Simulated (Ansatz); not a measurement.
# Sn4O7: the cost of one run

Computed with Ansatz 0.2.0 (DFT PBE+D3(BJ), scalar-relativistic, plane waves, PAW, unless a step's input says otherwise).

1 further run of the same task is left out (set aside as unsound or not needed).

## 1. Starting point

The structure is trigonal, space group R-3m (No. 166). Conventional cell: a = 3.238 Å, b = 3.238 Å, c = 12.877 Å, α = 90.00°, β = 90.00°, γ = 120.00°. Sn (site symmetry -3m) is surrounded by 6 O at 2.12 Å. O (site symmetry 3m) has 3 Sn at 2.12 Å as nearest neighbours.

As a file:

```cif
data_structure
_symmetry_space_group_name_H-M 'R-3m:H'
_symmetry_Int_Tables_number 166
_cell_length_a 3.2376
_cell_length_b 3.2376
_cell_length_c 12.8770
_cell_angle_alpha 90.000
_cell_angle_beta 90.000
_cell_angle_gamma 120.000
_cell_volume 116.90
loop_
_atom_site_label
_atom_site_type_symbol
_atom_site_symmetry_multiplicity
_atom_site_Wyckoff_symbol
_atom_site_fract_x
_atom_site_fract_y
_atom_site_fract_z
_atom_site_occupancy
Sn1 Sn 3 b 0.66667 0.33333 0.83333 1
O1 O 6 c 0.33333 0.66667 0.91028 1
```

It goes back to an entry of the Materials Project, which need not be the stable form.

This cell was relaxed beforehand with the same method: volume 12.99 Å³/atom, gap on the mesh 1.57 eV.

## 2. Plan of the line

Atoms count from 1 in the order of the input.

An atom moved over a plane that holds its own site and a neighbouring vacancy.

The axes are (1) path of O11 from its site (0) to the vacancy (1), 2.724 Å: 9 values from −0.167 to 1.167; (2) shift of O11 across the path, along a normal: 7 values from −0.500 Å.

Nothing else is relaxed (all other atoms held at the sites of the perfect crystal). Points are written as (first, second).

## 3. Point (0.000, −0.500 Å)

input.yaml

```yaml
crystal:
  lattice:
    - [-3.237649626, -1.8692578831, 4.2923370236]
    - [3.237649626, -1.8692578831, 4.2923370236]
    - [0.0, 3.7385157663, 4.2923370236]
  atoms:
    - { symbol: Sn, position: [0.5, 0.5, 0.5] }
    - { symbol: Sn, position: [0.0, 0.0, 0.5] }
    - { symbol: Sn, position: [0.0, 0.5, 0.0] }
    - { symbol: Sn, position: [0.5, 0.0, 0.0] }
    - { symbol: O, position: [0.743614656, 0.743614656, 0.243614656] }
    - { symbol: O, position: [0.743614656, 0.243614656, 0.743614656] }
    - { symbol: O, position: [0.243614656, 0.743614656, 0.743614656] }
    - { symbol: O, position: [0.756385344, 0.756385344, 0.756385344] }
    - { symbol: O, position: [0.256385344, 0.256385344, 0.756385344] }
    - { symbol: O, position: [0.256385344, 0.756385344, 0.256385344] }
    - { symbol: O, position: [0.7863205093, 0.1621114229, 0.2581171076] }
total_charge: 2
basis:
  ecutwfc: 420
kpoints:
  mp_grid: { grid: [6, 6, 6] }
hamiltonian:
  xc: pbe
  dispersion: d3bj
scf:
  occupations: { method: gaussian, width: 0.05 }
output:
  forces: true
  stress: true
  eigenvalues: true
  write_density: true
  write_potential: true
  elf: true
  volumetric_format: npy
```

Started as:

```sh
$ ansatz run input.yaml --threads 4 --pin off --max-ram 8192MiB --backend cpu --events-out ev --progress --plain --runs-dir out
```

**Question.** How long does this run take on 4 threads of Arm Neoverse V2, shared host, and how much memory does it need?

About 45 s, with a peak of 0.95 GiB.
